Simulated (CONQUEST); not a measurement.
SnTe:

```
Te Sn
1.0
     4.45597    0.00000    0.00000
     0.00000    4.45597    0.00000
     0.00000    0.00000    6.30170
Te Sn
2 2
Cartesian
  0.0000 0.0000 3.1509
  2.2280 2.2280 0.0000
  0.0000 0.0000 0.0000
  2.2280 2.2280 3.1509
```

| Property | Result |
| --- | --- |
| Program | CONQUEST 1.3 |
| Task | single point |
| Functional | PBEsol |
| Potentials or basis | PseudoDojo NC PBEsol, DZP, grid cutoff 120 Ha |
| k mesh | 6 × 6 × 4 |
| Occupations | fermi-dirac, width 0.05 eV |
| Spin | no spin polarisation |

On this cell: pressure 0.2 GPa; largest force zero by symmetry; band gap on the k mesh 0.08 eV.

The same run follows on a disturbed copy (atoms moved at random, drawn with an rms of 0.05 Å):

```
Te Sn
1.0
     4.45597    0.00000    0.00000
     0.00000    4.45597    0.00000
     0.00000    0.00000    6.30170
Te Sn
2 2
Direct
  0.00817 0.00814 0.50228
  0.50818 0.50814 0.00228
  0.49335 0.50671 0.49688
  0.99335 0.00671 0.99688
```

Problem. What does the disturbed cell give?

Solution. The energy moves by -0.3 meV/atom; pressure 0.2 GPa; largest force 0.012 eV/Å; band gap on the k mesh 0.09 eV.

Forces on the atoms (eV/Å):
```
Te  -0.011  0.001 -0.003
Te  -0.011  0.001 -0.003
Sn   0.003  0.011 -0.003
Sn   0.003  0.011 -0.003
```

The forces don't sum to zero, so they hold noise of the program's grid.

Caveats: the box holds several primitive cells, so bands are folded and the points are those of the box's own zone; spin-orbit coupling is left out, which moves the levels of the heavy elements; the basis of atomic orbitals isn't converged, which shifts pressures, moduli and gaps; the real-space grid breaks the cell's symmetry a little (some runs).

A k mesh can miss the band edges.
